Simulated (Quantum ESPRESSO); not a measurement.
Crystal: InPd.

```
CELL_PARAMETERS angstrom
3.27188 0.00000 0.00000
0.00000 3.27188 0.00000
0.00000 0.00000 3.27188
ATOMIC_POSITIONS crystal
In 0.00000 0.00000 0.00000
Pd 0.50000 0.50000 0.50000
```

The cell comes from a database or a generator and needn't be the stable form of this composition.

- Program: Quantum ESPRESSO 7.5
- Task: single point
- Functional: PBEsol
- Potentials or basis: GBRV 1.5 PBEsol
- Cutoff: 762 eV
- Density cutoff: 6095 eV
- k mesh: 8 × 8 × 8
- Occupations: fermi-dirac, width 0.05 eV
- Spin: no spin polarisation

On this cell: pressure -3.4 GPa; largest force zero by symmetry; band gap on the k mesh none (metal or under the smearing width).

The same run follows on a disturbed copy (atoms moved at random, drawn with an rms of 0.05 Å):

```
In Pd
1.0
     3.27188    0.00000    0.00000
     0.00000    3.27188    0.00000
     0.00000    0.00000    3.27188
In Pd
1 1
Direct
  0.99323 0.00032 0.00838
  0.48910 0.50688 0.49185
```

Problem. What does the disturbed cell give?

Solution. The energy (extrapolated to zero smearing) moves by +3.3 meV/atom; pressure -3.2 GPa; largest force 0.220 eV/Å; band gap on the k mesh none (metal or under the smearing width).

Forces on the atoms (eV/Å):
```
In  -0.050  0.080 -0.199
Pd   0.050 -0.080  0.199
```

Stress tensor (GPa, compression positive):
```
-3.15 -0.03  0.07
-0.03 -3.16 -0.11
 0.07 -0.11 -3.25
```
